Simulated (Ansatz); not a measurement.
# Relaxing Ru

All numbers below come from DFT PBE, scalar-relativistic, plane waves, PAW (Ansatz 0.2.0). Cutoff 420 eV, Γ-centred k mesh, Gaussian smearing, no spin polarisation in the final step.

The start puts Ru on the graphite structure type (P6_3/mmc, No. 194), at a guessed volume.

```
CELL_PARAMETERS angstrom
2.91513 0.00000 0.00000
-1.45757 2.52458 0.00000
0.00000 0.00000 7.93959
ATOMIC_POSITIONS crystal
Ru 0.00000 0.00000 0.25000
Ru 0.00000 0.00000 0.75000
Ru 0.33333 0.66667 0.75000
Ru 0.66667 0.33333 0.25000
```

Cell and atoms relax at zero pressure; the relaxation can't lower the symmetry of the start. After a coarse first stage the cell is made exact in the group found at 0.06 Å.

Energies count from the standard state of Ru at the same level.

(1) Which crystal results?

(2) What are its volume, energy, density and gap?

## Answers

(1) It keeps P6_3/mmc (No. 194), but not the shape of the type it started on. Conventional cell: a = 4.148 Å, c = 4.763 Å. Ru on Wyckoff site b (2 atoms of the primitive cell) has 5 Ru at 2.38–2.39 Å; Ru on Wyckoff site d (2 atoms of the primitive cell) is coordinated by 3 Ru at 2.39 Å.

```xyz
4
Lattice="4.1476 0.0000 0.0000 -2.0738 3.5919 0.0000 0.0000 0.0000 4.7626" Properties=species:S:1:pos:R:3 pbc="T T T"
Ru    0.0000    0.0000    1.1906
Ru    0.0000    0.0000    3.5719
Ru    0.0000    2.3946    3.5719
Ru    2.0738    1.1973    1.1906
```

(2) The volume per atom is 17.74 Å³, the density is 9.46 g/cm³ and the energy over the standard structure is 1.34 eV/atom. The gap on the 15×15×10 mesh is 0 eV (a metal).

The final run used a 15×15×10 mesh on its 4-atom cell and 0.10 eV smearing. For metals, differences of a few meV/atom aren't resolved. Symmetry constrained the relaxation, so the result can be a saddle point.